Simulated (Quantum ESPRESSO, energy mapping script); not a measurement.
# MnS (Rambergite): J from the energies of magnetic orders (strain in the xy plane +2 %)

How strongly do the moments of MnS (Rambergite) couple under PBE+U (4 eV), QE, GBRV? The plan is to run several orders and fit a Heisenberg model.

Method: PBE with U = 4 eV on Mn d, ortho-atomic projectors; plane waves, U on orthogonalised atomic orbitals unless named otherwise, collinear spin, no spin–orbit coupling, in Quantum ESPRESSO 7.5.

Most raw output is cut from this account.

The database entry behind the starting cell differs from later determinations by our own check (about 0.3 % short against later determinations), so it need not match the best structure at ambient conditions.

## (1) Starting point

The structure is hexagonal, space group P6_3mc (No. 186). Conventional cell: a = 4.056 Å, b = 4.056 Å, c = 6.432 Å, α = 90.00°, β = 90.00°, γ = 120.00°. Mn has 4 S at 2.46 to 2.48 Å nearest. Nearest to S lie 4 Mn at 2.46 to 2.48 Å. Farther neighbours and most contacts between anions are not listed.

As a file:

```cif
data_structure
_symmetry_space_group_name_H-M 'P6_3mc'
_symmetry_Int_Tables_number 186
_cell_length_a 4.0555
_cell_length_b 4.0555
_cell_length_c 6.4320
_cell_angle_alpha 90.000
_cell_angle_beta 90.000
_cell_angle_gamma 120.000
_cell_volume 91.62
loop_
_atom_site_label
_atom_site_type_symbol
_atom_site_symmetry_multiplicity
_atom_site_Wyckoff_symbol
_atom_site_fract_x
_atom_site_fract_y
_atom_site_fract_z
_atom_site_occupancy
Mn1 Mn 2 b 0.33333 0.66667 0.00000 1
S1 S 2 b 0.33333 0.66667 0.38500 1
```

This cell differs from the given one by: strain in the xy plane +2 %. Atoms follow the cell and are not relaxed.

A Hubbard U penalises fractional filling of the shell. It raises the cost of virtual hops to the neighbours, so couplings that rest on such hops usually weaken. These runs use Quantum ESPRESSO.

## (2) Run 1 (parallel; cell A, 4 atoms)

Each cell gets its own parallel run on the same mesh, so that most of the mesh error cancels in the differences.

The potential files are GBRV's for PBE; pw.x takes the functional from them.

pw.in reads:

```
&control
  calculation = 'scf'
  prefix = 'pw'
  outdir = './tmp/'
  pseudo_dir = './pseudo/'
  verbosity = 'low'
/
&system
  ibrav = 0
  nat = 4
  ntyp = 2
  ecutwfc = 45
  ecutrho = 360
  nbnd = 38
  occupations = 'smearing'
  smearing = 'fd'
  degauss = 0.00367493
  nspin = 2
  starting_magnetization(1) = 0.3000
/
&electrons
  conv_thr = 1.0e-08
  electron_maxstep = 120
  mixing_beta = 0.3
  mixing_mode = 'plain'
/
ATOMIC_SPECIES
  Mn 54.9380 Mn.upf
  S 32.0600 S.upf
CELL_PARAMETERS angstrom
  4.05552000 0.00000000 0.00000000
  -2.02776000 3.51218335 0.00000000
  0.00000000 0.00000000 6.43200000
ATOMIC_POSITIONS crystal
  Mn 0.33333333 0.66666667 0.00000000
  Mn 0.66666667 0.33333333 0.50000000
  S 0.33333333 0.66666667 0.38500000
  S 0.66666667 0.33333333 0.88500000
K_POINTS automatic
  6 6 4 0 0 0
HUBBARD {ortho-atomic}
U Mn-3d 4
```

Started as:

```sh
> OMP_NUM_THREADS=1 mpirun -n 8 pw.x -nk 8 -in pw.in > pw.out
```

Run time: 20 s. Hardware: 8 MPI ranks of Arm Neoverse V1, shared host; peak memory 1.1 GiB; 2.6 min of CPU time.

Spin moment in the sphere by atom:

```tsv
atom	spin moment in the sphere (μB)
Mn1	4.40
Mn2	4.40
S3	0.04
S4	0.04
```

The run ends ferromagnetic.

## (3) Run 2 (compensated +−; cell A, 4 atoms)

This order reverses 6 of the 6 neighbours at 3.98 Å, 0 of the 6 neighbours at 4.06 Å and 6 of the 6 neighbours at 5.68 Å, counted for an average magnetic atom.

Changes to pw.in since step 2:

```diff
@@ -10,6 +10,6 @@
   nat = 4
-  ntyp = 2
+  ntyp = 3
   ecutwfc = 45
   ecutrho = 360
-  nbnd = 38
+  nbnd = 33
   occupations = 'smearing'
@@ -19,2 +19,3 @@
   starting_magnetization(1) = 0.3000
+  starting_magnetization(2) = -0.3000
 /
@@ -27,3 +28,4 @@
 ATOMIC_SPECIES
-  Mn 54.9380 Mn.upf
+  Mn1 54.9380 Mn.upf
+  Mn2 54.9380 Mn.upf
   S 32.0600 S.upf
@@ -34,4 +36,4 @@
 ATOMIC_POSITIONS crystal
-  Mn 0.33333333 0.66666667 0.00000000
-  Mn 0.66666667 0.33333333 0.50000000
+  Mn1 0.33333333 0.66666667 0.00000000
+  Mn2 0.66666667 0.33333333 0.50000000
   S 0.33333333 0.66666667 0.38500000
@@ -41,2 +43,3 @@
 HUBBARD {ortho-atomic}
-U Mn-3d 4
+U Mn1-3d 4
+U Mn2-3d 4
```

It took 19 s on 8 MPI ranks; peak memory 1.1 GiB; 2.6 min of CPU time.

Spin moment in the sphere by atom:

```tsv
atom	spin moment in the sphere (μB)
Mn1	4.36
Mn2	-4.36
S3	-0.01
S4	0.01
```

The run ends antiferromagnetic, 49.42 meV a magnetic atom below the parallel order of its cell.

## (4) Order 3: parallel, cell B of 8 atoms

A new cell needs its own zero of energy.

pw.in reads:

```
&control
  calculation = 'scf'
  prefix = 'pw'
  outdir = './tmp/'
  pseudo_dir = './pseudo/'
  verbosity = 'low'
/
&system
  ibrav = 0
  nat = 8
  ntyp = 2
  ecutwfc = 45
  ecutrho = 360
  nbnd = 71
  occupations = 'smearing'
  smearing = 'fd'
  degauss = 0.00367493
  nspin = 2
  starting_magnetization(1) = 0.3000
/
&electrons
  conv_thr = 2.0e-08
  electron_maxstep = 120
  mixing_beta = 0.3
  mixing_mode = 'plain'
/
ATOMIC_SPECIES
  Mn 54.9380 Mn.upf
  S 32.0600 S.upf
CELL_PARAMETERS angstrom
  -4.05552000 0.00000000 0.00000000
  0.00000000 0.00000000 -6.43200000
  0.00000000 -7.02436669 0.00000000
ATOMIC_POSITIONS crystal
  Mn 0.50000000 0.00000000 0.16666667
  Mn 0.00000000 0.00000000 0.66666667
  Mn 0.00000000 0.50000000 0.33333333
  Mn 0.50000000 0.50000000 0.83333333
  S 0.50000000 0.61500000 0.16666667
  S 0.00000000 0.61500000 0.66666667
  S 0.00000000 0.11500000 0.33333333
  S 0.50000000 0.11500000 0.83333333
K_POINTS automatic
  5 4 3 0 0 0
HUBBARD {ortho-atomic}
U Mn-3d 4
```

Run time: 82 s. Hardware: 8 MPI ranks; peak memory 1.8 GiB; 11 min of CPU time.

The run ends ferromagnetic. For each magnetic atom its energy differs from the parallel run of the first cell by 0.34 meV, an error that one common reference would have brought in.

## (5) Order 4: compensated +−−+, cell B of 8 atoms

This order reverses 4 of the 6 neighbours at 3.98 Å, 4 of the 6 neighbours at 4.06 Å and 0 of the 6 neighbours at 5.68 Å, counted for an average magnetic atom.

Changes to pw.in since step 4:

```diff
@@ -10,6 +10,6 @@
   nat = 8
-  ntyp = 2
+  ntyp = 3
   ecutwfc = 45
   ecutrho = 360
-  nbnd = 71
+  nbnd = 61
   occupations = 'smearing'
@@ -19,2 +19,3 @@
   starting_magnetization(1) = 0.3000
+  starting_magnetization(2) = -0.3000
 /
@@ -27,3 +28,4 @@
 ATOMIC_SPECIES
-  Mn 54.9380 Mn.upf
+  Mn1 54.9380 Mn.upf
+  Mn2 54.9380 Mn.upf
   S 32.0600 S.upf
@@ -34,6 +36,6 @@
 ATOMIC_POSITIONS crystal
-  Mn 0.50000000 0.00000000 0.16666667
-  Mn 0.00000000 0.00000000 0.66666667
-  Mn 0.00000000 0.50000000 0.33333333
-  Mn 0.50000000 0.50000000 0.83333333
+  Mn1 0.50000000 0.00000000 0.16666667
+  Mn2 0.00000000 0.00000000 0.66666667
+  Mn2 0.00000000 0.50000000 0.33333333
+  Mn1 0.50000000 0.50000000 0.83333333
   S 0.50000000 0.61500000 0.16666667
@@ -45,2 +47,3 @@
 HUBBARD {ortho-atomic}
-U Mn-3d 4
+U Mn1-3d 4
+U Mn2-3d 4
```

It took 74 s on 8 MPI ranks; peak memory 1.9 GiB.

The run ends antiferromagnetic, 72.30 meV a magnetic atom below the parallel order of its cell.

## (6) Order 5: compensated +−+−, cell B of 8 atoms

This order reverses 2 of the 6 neighbours at 3.98 Å, 4 of the 6 neighbours at 4.06 Å and 6 of the 6 neighbours at 5.68 Å, counted for an average magnetic atom.

Changes to pw.in since step 5:

```diff
@@ -38,4 +38,4 @@
   Mn2 0.00000000 0.00000000 0.66666667
-  Mn2 0.00000000 0.50000000 0.33333333
-  Mn1 0.50000000 0.50000000 0.83333333
+  Mn1 0.00000000 0.50000000 0.33333333
+  Mn2 0.50000000 0.50000000 0.83333333
   S 0.50000000 0.61500000 0.16666667
```

Wall time 76 s (8 MPI ranks); peak memory 1.9 GiB.

The run ends antiferromagnetic, 55.94 meV a magnetic atom below the parallel order of its cell.

## (7) Run 6 (parallel; cell C, 8 atoms)

The parallel order again, as the reference for this cell.

This run holds the same structure in another cell (b 6.432 → 7.024 Å, c 7.024 → 7.604 Å, α 90.0 → 117.5°, β 90.0 → 105.5°).

pw.in reads:

```
&control
  calculation = 'scf'
  prefix = 'pw'
  outdir = './tmp/'
  pseudo_dir = './pseudo/'
  verbosity = 'low'
/
&system
  ibrav = 0
  nat = 8
  ntyp = 2
  ecutwfc = 45
  ecutrho = 360
  nbnd = 71
  occupations = 'smearing'
  smearing = 'fd'
  degauss = 0.00367493
  nspin = 2
  starting_magnetization(1) = 0.3000
/
&electrons
  conv_thr = 2.0e-08
  electron_maxstep = 120
  mixing_beta = 0.3
  mixing_mode = 'plain'
/
ATOMIC_SPECIES
  Mn 54.9380 Mn.upf
  S 32.0600 S.upf
CELL_PARAMETERS angstrom
  -4.05552000 0.00000000 0.00000000
  0.00000000 7.02436669 0.00000000
  2.02776000 -3.51218335 -6.43200000
ATOMIC_POSITIONS crystal
  Mn 0.00000000 0.33333333 0.00000000
  Mn 0.50000000 0.83333333 0.00000000
  Mn 0.25000000 0.91666667 0.50000000
  Mn 0.75000000 0.41666667 0.50000000
  S 0.80750000 0.14083333 0.61500000
  S 0.30750000 0.64083333 0.61500000
  S 0.05750000 0.72416667 0.11500000
  S 0.55750000 0.22416667 0.11500000
K_POINTS automatic
  6 6 6 0 0 0
HUBBARD {ortho-atomic}
U Mn-3d 4
```

It took 4 min on 8 MPI ranks; peak memory 2.8 GiB.

The run ends ferromagnetic. For each magnetic atom its energy differs from the parallel run of the first cell by -0.38 meV, an error that one common reference would have brought in.

## (8) Run 7 (compensated +−+−; cell C, 8 atoms)

This order reverses 3 of the 6 neighbours at 3.98 Å, 4 of the 6 neighbours at 4.06 Å and 3 of the 6 neighbours at 5.68 Å, counted for an average magnetic atom.

Changes to pw.in since step 7:

```diff
@@ -10,6 +10,6 @@
   nat = 8
-  ntyp = 2
+  ntyp = 3
   ecutwfc = 45
   ecutrho = 360
-  nbnd = 71
+  nbnd = 61
   occupations = 'smearing'
@@ -19,2 +19,3 @@
   starting_magnetization(1) = 0.3000
+  starting_magnetization(2) = -0.3000
 /
@@ -27,3 +28,4 @@
 ATOMIC_SPECIES
-  Mn 54.9380 Mn.upf
+  Mn1 54.9380 Mn.upf
+  Mn2 54.9380 Mn.upf
   S 32.0600 S.upf
@@ -34,6 +36,6 @@
 ATOMIC_POSITIONS crystal
-  Mn 0.00000000 0.33333333 0.00000000
-  Mn 0.50000000 0.83333333 0.00000000
-  Mn 0.25000000 0.91666667 0.50000000
-  Mn 0.75000000 0.41666667 0.50000000
+  Mn1 0.00000000 0.33333333 0.00000000
+  Mn2 0.50000000 0.83333333 0.00000000
+  Mn1 0.25000000 0.91666667 0.50000000
+  Mn2 0.75000000 0.41666667 0.50000000
   S 0.80750000 0.14083333 0.61500000
@@ -45,2 +47,3 @@
 HUBBARD {ortho-atomic}
-U Mn-3d 4
+U Mn1-3d 4
+U Mn2-3d 4
```

The job ended after 3.7 min (8 MPI ranks; peak memory 2.6 GiB; 30 min of CPU time).

The run ends antiferromagnetic, 64.76 meV a magnetic atom below the parallel order of its cell.

## (9) Order 8: uncompensated +++−, cell C of 8 atoms

This order reverses 3 of the 6 neighbours at 3.98 Å, 2 of the 6 neighbours at 4.06 Å and 3 of the 6 neighbours at 5.68 Å, counted for an average magnetic atom.

Changes to pw.in since step 8:

```diff
@@ -13,3 +13,3 @@
   ecutrho = 360
-  nbnd = 61
+  nbnd = 66
   occupations = 'smearing'
@@ -37,3 +37,3 @@
   Mn1 0.00000000 0.33333333 0.00000000
-  Mn2 0.50000000 0.83333333 0.00000000
+  Mn1 0.50000000 0.83333333 0.00000000
   Mn1 0.25000000 0.91666667 0.50000000
```

It took 3.7 min on 8 MPI ranks; peak memory 2.7 GiB.

The run ends ferrimagnetic, 44.94 meV a magnetic atom below the parallel order of its cell.

## (10) The fit

Each energy difference is a sum of couplings weighted by the pairs that the order reverses. A few near shells are fitted to the differences by least squares. Energies are those extrapolated to zero occupation width, not the free energies F.

Energies from the parallel order of the same cell:

```tsv
order	atoms	energy (meV a magnetic atom)	moments (μB)	moments kept as typed	opposed neighbours at 3.98, 4.06, 5.68 Å
parallel in cell A	4	0.00	4.40	yes	0, 0, 0
compensated +− in cell A	4	-49.42	4.36	yes	6, 0, 6
parallel in cell B	8	0.00	4.40	yes	0, 0, 0
compensated +−−+ in cell B	8	-72.30	4.34	yes	4, 4, 0
compensated +−+− in cell B	8	-55.94	4.36	yes	2, 4, 6
parallel in cell C	8	0.00	4.40	yes	0, 0, 0
compensated +−+− in cell C	8	-64.76	4.35	yes	3, 4, 3
uncompensated +++− in cell C	8	-44.94	4.33 to 4.38	yes	3, 2, 3
```

Couplings from the energies, with E = −Σ J e·e over ordered pairs:

```tsv
pair	distance (Å)	neighbours	J (meV)
Mn–Mn	3.98	6	-4.11
Mn–Mn	4.06	6	-4.92
Mn–Mn	5.68	6	-0.00800
Mn–Mn	6.43	2	-0.180
```

Limits of this fit: near shells that these orders cannot separate enter the values.

## (11) Summary of results

| Quantity | Value |
| --- | --- |
| lowest order tried | compensated +−−+ in cell B |
| largest fitted value (a combination of shells), Mn–Mn at 4.06 Å | -4.92 meV |

Of the orders tried, MnS (Rambergite) (strain in the xy plane +2 %) prefers the order “compensated +−−+ in cell B” under PBE+U (4 eV), QE, GBRV, with 4 of 6 neighbours at 3.98 Å, 4 of 6 neighbours at 4.06 Å and 0 of 6 neighbours at 5.68 Å opposed. The largest fitted coupling is the Mn–Mn pair at 4.06 Å, antiferromagnetic at -4.9 meV, across a ligand at about 111°. The orders also reverse pairs at 7.02 and 7.60 Å, which are not fitted, so the fitted values hold their part too. No fitted order reverses the pairs at 8.11 Å, so their coupling is unknown and is set to zero in the model. The 5 differences hold only 4 independent equations for a pair model, so the fit of 4 couplings has none to spare and its small miss tests the pair form alone. In the fitted orders moments change by up to 1.7 % against the parallel run of the same cell, so their size stays put. With a near shell that the orders cannot separate, no temperature is given.

[Logs and program files are shortened in this print: banners, set-up blocks, solver, clock and traceback lines can be left out without a mark of their own.]

[Logs are printed without paths, hosts, clocks, repeated set-up lines and the standing remarks that a program may print on its own settings, such as how far it seeks lower states.]

[Hosts, paths, dates, database ids (printed as entryN), source tags and the programs' standing remarks are cut or masked in the printed files.]

[Where a cell is said to come from a database of computed structures, the database is the Materials Project.]
